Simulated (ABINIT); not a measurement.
# Ga (Pm-3m) in ABINIT: a series of runs

One crystal, Ga, is run at these levels: SCAN, revPBE, PW91, WC; tasks: single point.

All numbers are computed with ABINIT 10.8.3 (patched build); they aren't measurements. Logs are shortened: lines on timing, memory, paths and dates and some standing lists are left out, and cuts for length are marked. The log counts tension as positive stress, the text compression.

## Step 1: The structure

Symmetry: Pm-3m, No. 221, cubic system. The conventional cell has a = 2.716 Å, b = 2.716 Å, c = 2.716 Å, α = 90.00°, β = 90.00°, γ = 90.00°. Ga (site symmetry m-3m) has 6 Ga at 2.72 Å as nearest neighbours.

The cell was built by a generator and needn't be a form met in nature.

## Step 2: Single point, SCAN

Contents of run.abi:

```
# Pseudopotentials
pp_dirpath "./"
pseudos "Ga.GGA_PBE-JTH.xml"

# Structure
acell 3*1.0
rprim
     5.1334032230     0.0000000000     0.0000000000
     0.0000000000     5.1334032230     0.0000000000
     0.0000000000     0.0000000000     5.1334032230
ntypat 1
znucl 31
natom 1
typat 1
xred
     0.0000000000     0.0000000000     0.0000000000

# Plane-wave basis
ecut 544.227725 eV
pawecutdg 40.0

# k points
kptopt 1
ngkpt 10 10 10
nshiftk 1
shiftk 0.0 0.0 0.0

# Exchange and correlation
ixc -263267
usekden 1
pawxcdev 0

# Bands and occupations
nband 11
occopt 3
tsmear 0.05 eV

# SCF cycle
nstep 100
tolvrs 1.0e-7

# Output
iomode 3
prtwf 0
prteig 0
prtebands 0
enunit 1
prtden 1
prtvha 1
prtvclmb 1
prtpot 1
```

Potentials or basis: JTH PAW PBE v2.0.

Run with:

```sh
> abinit run.abi > log 2>&1
```

run.abo:

```text
.Version 10.8.3 of ABINIT
 Symmetries : space group Pm -3 m (#221); Bravais cP (primitive cubic)
================================================================================
 Values of the parameters that define the memory need of the present run
     intxc =       0    ionmov =       0      iscf =      17    lmnmax =      18
     lnmax =       6     mgfft =      24  mpssoang =       3    mqgrid =    3001
     natom =       1  nloc_mem =       2    nspden =       1   nspinor =       1
    nsppol =       1      nsym =      48    n1xccc =       1    ntypat =       1
    occopt =       3   xclevel =       2
       mpw =         588          nfft =       13824          nkpt =          56
 PAW method is used; the additional fine FFT grid is defined by:
   mgfftf=        30    nfftf =     27000
================================================================================
================================================================================

--------------------------------------------------------------------------------
------------- Echo of variables that govern the present computation ------------
--------------------------------------------------------------------------------
 -outvars: echo values of preprocessed input variables --------
            acell      1.0000000000E+00  1.0000000000E+00  1.0000000000E+00 Bohr
              amu      6.97230000E+01
             ecut      2.00000000E+01 Hartree
           enunit           1
                       outvar_i_n : Printing only first  50 k-points.
              ixc     -263267
                       outvar_i_n : Printing only first  50 k-points.
         kptrlatt       10    0    0      0   10    0      0    0   10
          kptrlen      5.13340322E+01
            natom           1
            nband          11
            ngfft          24      24      24
          ngfftdg          30      30      30
             nkpt          56
            nstep         100
             nsym          48
           ntypat           1
                       prtocc : prtvol=0, do not print more k-points.
           occopt           3
        pawecutdg      4.00000000E+01 Hartree
         pawxcdev           0
        prtebands           0
           prteig           0
          prtkden           1
           prtpot           1
         prtvclmb           1
           prtvha           1
            prtwf           0
            rprim      5.1334032230E+00  0.0000000000E+00  0.0000000000E+00
                       0.0000000000E+00  5.1334032230E+00  0.0000000000E+00
                       0.0000000000E+00  0.0000000000E+00  5.1334032230E+00
          spgroup         221
           tolvrs      1.00000000E-07
           tsmear      1.83746611E-03 Hartree
            typat      1
          usekden           1
           useylm           1
                       outvars : Printing only first  50 k-points.
            znucl       31.00000

================================================================================

 chkinp: Checking input parameters for consistency.

================================================================================
== DATASET  1 ==================================================================

--- !DatasetInfo
iteration_state: {dtset: 1, }
dimensions: {natom: 1, nkpt: 56, mband: 11, nsppol: 1, nspinor: 1, nspden: 1, mpw: 588, }
cutoff_energies: {ecut:  20.0, pawecutdg:  40.0, }
electrons: {nelect:   1.30000000E+01, charge:   0.00000000E+00, occopt:   3.00000000E+00, tsmear:   1.83746611E-03, }
meta: {optdriver: 0, ionmov: 0, optcell: 0, iscf: 17, paral_kgb: 0, }
...

 Real(R)+Recip(G) space primitive vectors, cartesian coordinates (Bohr,Bohr^-1):
 R(1)=  5.1334032  0.0000000  0.0000000  G(1)=  0.1948025  0.0000000  0.0000000
 R(2)=  0.0000000  5.1334032  0.0000000  G(2)=  0.0000000  0.1948025  0.0000000
 R(3)=  0.0000000  0.0000000  5.1334032  G(3)=  0.0000000  0.0000000  0.1948025
 Unit cell volume ucvol=  1.3527456E+02 bohr^3
 Angles (23,13,12)=  9.00000000E+01  9.00000000E+01  9.00000000E+01 degrees

 Coarse grid specifications (used for wave-functions):

 getcut: wavevector=  0.0000  0.0000  0.0000  ngfft=  24  24  24
         ecut(hartree)=     20.000   => boxcut(ratio)=   2.32234

 getcut : COMMENT -
  Note that boxcut > 2.2 ; recall that boxcut=Gcut(box)/Gcut(sphere) = 2
  is sufficient for exact treatment of convolution.
  Such a large boxcut is a waste : you could raise ecut
  e.g. ecut=   26.966308 Hartrees makes boxcut=2

 Fine grid specifications (used for densities):

 getcut: wavevector=  0.0000  0.0000  0.0000  ngfft=  30  30  30
         ecut(hartree)=     40.000   => boxcut(ratio)=   2.05268

--- Pseudopotential description ------------------------------------------------
- pspini: atom type   1  psp file is ./Ga.GGA_PBE-JTH.xml
 Pseudopotential format is: paw10
 basis_size (lnmax)=  6 (lmn_size= 18), orbitals=   0   0   1   1   2   2
 Spheres core radius: rc_sph= 2.10359248
 Shapefunction is BESSEL type: shapef(r,l)=aa(1,l)*jl(q(1,l)*r)+aa(2,l)*jl(q(2,l)*r)
 Radius for shape functions =  1.80829011
 Compensation charge density is not taken into account in XC energy/potential

   3.07034568E+02                                ecore*ucvol(ha*bohr**3)
--------------------------------------------------------------------------------

================================================================================

--- !BeginCycle
iteration_state: {dtset: 1, }
solver: {iscf: 17, nstep: 100, nline: 4, wfoptalg: 10, }
tolerances: {tolvrs: 1.00E-07, }
...

     iter   Etot(hartree)      deltaE(h)  residm     nres2
 ETOT  1  -72.361960791419    -7.236E+01 2.266E+00 2.347E-01
 ETOT  2  -72.449049536843    -8.709E-02 9.978E-03 1.711E-02
 ETOT  3  -72.449509084610    -4.595E-04 9.136E-04 1.939E-03
 ETOT  4  -72.449568231045    -5.915E-05 5.812E-04 7.014E-04
 ETOT  5  -72.449579381061    -1.115E-05 1.513E-04 1.562E-04
 ETOT  6  -72.449579979295    -5.982E-07 1.131E-04 2.403E-05
 ETOT  7  -72.449580264136    -2.848E-07 8.018E-05 1.010E-05
 ETOT  8  -72.449580349624    -8.549E-08 8.714E-05 2.626E-06
 ETOT  9  -72.449580239431     1.102E-07 6.898E-05 2.500E-07
 ETOT 10  -72.449580238350     1.081E-09 7.759E-05 2.150E-07
 ETOT 11  -72.449580233235     5.115E-09 5.861E-05 2.211E-08

 At SCF step   11       nres2   =  2.21E-08 < tolvrs=  1.00E-07 =>converged.

Result for kinetic energy density :

--------------------------------------------------------------------------------
 Total kinetic energy density [Ha/Bohr^3]
)     Maximum=    3.1785E-01  at reduced coord.    0.0000    0.0000    0.8667
)     Minimum=    2.8280E-03  at reduced coord.    0.5000    0.5000    0.5000
   Integrated=    4.8469E+00
--------------------------------------------------------------------------------

 Cartesian components of stress tensor (hartree/bohr^3)
  sigma(1 1)=  1.07287230E-04  sigma(3 2)=  0.00000000E+00
  sigma(2 2)=  1.07287230E-04  sigma(3 1)=  0.00000000E+00
  sigma(3 3)=  1.07287230E-04  sigma(2 1)=  0.00000000E+00

--- !ResultsGS
iteration_state: {dtset: 1, }
comment   : Summary of ground state results
lattice_vectors:
- [  5.1334032,   0.0000000,   0.0000000, ]
- [  0.0000000,   5.1334032,   0.0000000, ]
- [  0.0000000,   0.0000000,   5.1334032, ]
lattice_lengths: [   5.13340,    5.13340,    5.13340, ]
lattice_angles: [ 90.000,  90.000,  90.000, ] # degrees, (23, 13, 12)
lattice_volume:   1.3527456E+02
convergence: {deltae:  5.115E-09, res2:  2.211E-08, residm:  5.861E-05, diffor: null, }
etotal    :  -7.24495802E+01
entropy   :   0.00000000E+00
fermie    :   1.66936570E-01
cartesian_stress_tensor: # hartree/bohr^3
- [  1.07287230E-04,   0.00000000E+00,   0.00000000E+00, ]
- [  0.00000000E+00,   1.07287230E-04,   0.00000000E+00, ]
- [  0.00000000E+00,   0.00000000E+00,   1.07287230E-04, ]
pressure_GPa:  -3.1565E+00
xred      :
- [  0.0000E+00,   0.0000E+00,   0.0000E+00, Ga]
cartesian_forces: # hartree/bohr
- [ -0.00000000E+00,  -0.00000000E+00,  -0.00000000E+00, ]
force_length_stats: {min:   0.00000000E+00, max:   0.00000000E+00, mean:   0.00000000E+00, }
...

 Integrated electronic density in atomic spheres:
 ------------------------------------------------
 Atom  Sphere_radius  Integrated_density
    1        2.10359         11.01858836

================================================================================

 ----iterations are completed or convergence reached----

 Mean square residual over all n,k,spin=   17.935E-08; max=  58.608E-06
 reduced coordinates (array xred) for    1 atoms
       0.000000000000      0.000000000000      0.000000000000
 rms dE/dt=  0.0000E+00; max dE/dt=  0.0000E+00; dE/dt below (all hartree)
    1       0.000000000000      0.000000000000      0.000000000000

 cartesian coordinates (angstrom) at end:
    1      0.00000000000000     0.00000000000000     0.00000000000000

 cartesian forces (hartree/bohr) at end:
    1     -0.00000000000000    -0.00000000000000    -0.00000000000000
 frms,max,avg= 0.0000000E+00 0.0000000E+00   0.000E+00  0.000E+00  0.000E+00 h/b

 cartesian forces (eV/Angstrom) at end:
    1     -0.00000000000000    -0.00000000000000    -0.00000000000000
 frms,max,avg= 0.0000000E+00 0.0000000E+00   0.000E+00  0.000E+00  0.000E+00 e/A
 length scales=  1.000000000000  1.000000000000  1.000000000000 bohr
              =  0.529177210544  0.529177210544  0.529177210544 angstroms
 Fermi (or HOMO) energy (eV) =   4.54258   Average Vxc (eV)= -10.26737
 Eigenvalues (   eV  ) for nkpt=  56  k points:
 kpt#   1, nband= 11, wtk=  0.00100, kpt=  0.0000  0.0000  0.0000 (reduced coord)
 -10.92813  -10.92813  -10.38019  -10.38019  -10.38019   -6.59976   13.92108   13.92108
  13.92108   17.11215   17.11215
 prteigrs : prtvol=0 or 1, do not print more k-points.

--- !EnergyTerms
iteration_state     : {dtset: 1, }
comment             : Components of total free energy in Hartree
kinetic             :  4.84691142698501E+00
hartree             :  2.27340467533341E+01
xc                  : -1.48483453253903E+00
Ewald energy        : -4.67042284817835E+01
psp_core            :  2.26971400603724E+00
local_psp           : -6.05619585988350E+01
PAW spherical_terms :  6.45095947402927E+00
internal            : -7.24493899527720E+01
'-kT*entropy'       : -2.09690049459587E-04
total_energy        : -7.24495996428214E+01
total_energy_eV     : -1.97145403924750E+03
...

--- !EnergyTermsDC
iteration_state     : {dtset: 1, }
comment             : '"Double-counting" decomposition of free energy'
band_energy         : -3.88212643343940E+00
Ewald energy        : -4.67042284817835E+01
psp_core            :  2.26971400603724E+00
xc_dc               : -2.22302862988758E+01
PAW spherical_terms : -1.90244333512433E+00
internal            : -7.24493705431858E+01
'-kT*entropy'       : -2.09690049459587E-04
total_energy_dc     : -7.24495802332353E+01
total_energy_dc_eV  : -1.97145351108576E+03
...

--- !EnergyTermsWithPAWCore
iteration_state     : {dtset: 1, }
comment             : 'Components of total free energy, including PAW core contributions'
Total energy        : -1.94448766004265E+03
Total energy DC     : -1.94448764063306E+03
Total energy (eV)   : -5.29122047679643E+04
Total energy DC (eV): -5.29122042398025E+04
...

 Cartesian components of stress tensor (hartree/bohr^3)
  sigma(1 1)=  1.07287230E-04  sigma(3 2)=  0.00000000E+00
  sigma(2 2)=  1.07287230E-04  sigma(3 1)=  0.00000000E+00
  sigma(3 3)=  1.07287230E-04  sigma(2 1)=  0.00000000E+00

-Cartesian components of stress tensor (GPa)         [Pressure= -3.1565E+00 GPa]
- sigma(1 1)=  3.15649928E+00  sigma(3 2)=  0.00000000E+00
- sigma(2 2)=  3.15649928E+00  sigma(3 1)=  0.00000000E+00
- sigma(3 3)=  3.15649928E+00  sigma(2 1)=  0.00000000E+00

== END DATASET(S) ==============================================================
================================================================================

 -outvars: echo values of variables after computation  --------
            acell      1.0000000000E+00  1.0000000000E+00  1.0000000000E+00 Bohr
           etotal     -7.2449580233E+01
            fcart     -0.0000000000E+00 -0.0000000000E+00 -0.0000000000E+00
            rprim      5.1334032230E+00  0.0000000000E+00  0.0000000000E+00
                       0.0000000000E+00  5.1334032230E+00  0.0000000000E+00
                       0.0000000000E+00  0.0000000000E+00  5.1334032230E+00
           strten      1.0728722995E-04  1.0728722995E-04  1.0728722995E-04
                       0.0000000000E+00  0.0000000000E+00  0.0000000000E+00
 Calculation completed.
```

Wall time 36 s (1 thread of Arm Neoverse V1, shared host); peak memory 0.09 GiB.

What came out:

```
Free energy                                           : -1971.4535 eV
Pressure                                              : -3.2 GPa
Band gap on the k mesh                                : none (metal or under the smearing width)
Valence electrons inside the program's atomic spheres : Ga 11.02 (radii [1.1132] Å)
```

Caveat: totals of a meta-GGA on PAW files have another zero than those of a GGA; the PAW data sets were made with another functional, which shifts forces and pressure a little.

[end of part 1 of 2]
